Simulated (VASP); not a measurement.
A run of VASP 6.6.1 is set up as follows.

INCAR

```
ALGO     = Fast           # electronic algorithm
EDIFF    = 1E-7           # SCF threshold, eV
ENCUT    = 520            # plane-wave cutoff, eV
GGA      = PS             # functional
ISIF     = 2              # what is computed and relaxed
ISMEAR   = 0              # smearing method
LASPH    = T              # aspherical terms in the spheres
LCHARG   = T              # write CHGCAR
LELF     = T              # ELF
LREAL    = F              # projectors in reciprocal space
LVHAR    = T            
LWAVE    = F              # write WAVECAR
NBANDS   = 12             # bands
NELM     = 100            # most SCF steps
PREC     = Accurate       # precision mode
SIGMA    = 0.1            # smearing width, eV
```

File KPOINTS:

```
k-points
0
Gamma
  8 8 8
```

File POSCAR:

```
Ag
1.0
   -1.6905303261      1.6905303261      1.4764489023
    1.6905303261     -1.6905303261      1.4764489023
    1.6905303261      1.6905303261     -1.4764489023
Ag
1
Direct
    0.5000000000      0.5000000000      0.0000000000
```

Potentials or basis: VASP PAW PBE potentials, release 64 (Ag).

Command:

```bash
$ cat potpaw_PBE.64/Ag/POTCAR > POTCAR
$ mpirun -np 1 vasp_std > vasp.out
```

Problem. Predict the band gap on the k mesh.

Solution. None (metal or under the smearing width).

Problem. What does it give for the pressure?

Solution. -0.2 GPa.

Caveat: the PAW data sets were made with another functional, which shifts forces and pressure a little.
